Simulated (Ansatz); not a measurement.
## CuO (Tenorite) under changes of volume

One of the cells (10.163 Å³/atom); the others are scaled copies at fixed shape and fractional positions:

```xyz
4
Lattice="2.3447 -1.7134 0.0000 2.3447 1.7134 0.0000 -0.8606 0.0000 5.0594" Properties=species:S:1:pos:R:3 pbc="T T T"
Cu    0.7420   -0.8457    2.5297
Cu    1.1723    0.8457    0.0000
O     1.6421    0.2841    3.8133
O     2.0724   -0.2841    1.2836
```

```yaml
Program: Ansatz 0.2.0
Functional: LDA
Potentials_or_basis: all-electron LAPW, scalar-relativistic
Cutoff: 426 eV (chosen from the basis error)
Basis_error_allowed: 0.002 eV/atom
k_mesh: 10 × 10 × 5
Occupations: fermi-dirac, width 0.05 eV
Spin: no spin polarisation
```

| volume (Å³/atom) | energy over the lowest point (meV/atom) | pressure (GPa) | largest force (eV/Å) |
| --- | --- | --- | --- |
| 9.553 | 0.00 | 2.3 | 0.872 |
| 9.756 | 0.01 | -2.1 | 0.811 |
| 9.959 | 5.24 | -6.0 | 0.797 |
| 10.163 | 15.09 | -9.4 | 0.792 |
| 10.366 | 29.06 | -12.5 | 0.793 |
| 10.569 | 46.67 | -15.2 | 0.799 |
| 10.772 | ? | ? | ? |

Question: What does the run at 10.772 Å³/atom give?

Answer: Energy over the lowest point 67.51 meV/atom; pressure -17.6 GPa; largest force 0.809 eV/Å.

Worked out: A Birch-Murnaghan fit of order 3 (a polynomial in V^(-2/3)) to the other rows has its minimum at 9.65 Å³/atom with B0 = V·E''(V) = 206 GPa and B' = 4.5 at fixed shape and positions, which overstates the stiffness. It gives 67.55 meV/atom at 10.772 Å³/atom, against the run's 67.51, and -dE/dV = -17.7 GPa, against -17.6.

Energies are extrapolated to zero smearing.

Caveats: the run has no spin polarisation, though such a crystal can be magnetic.
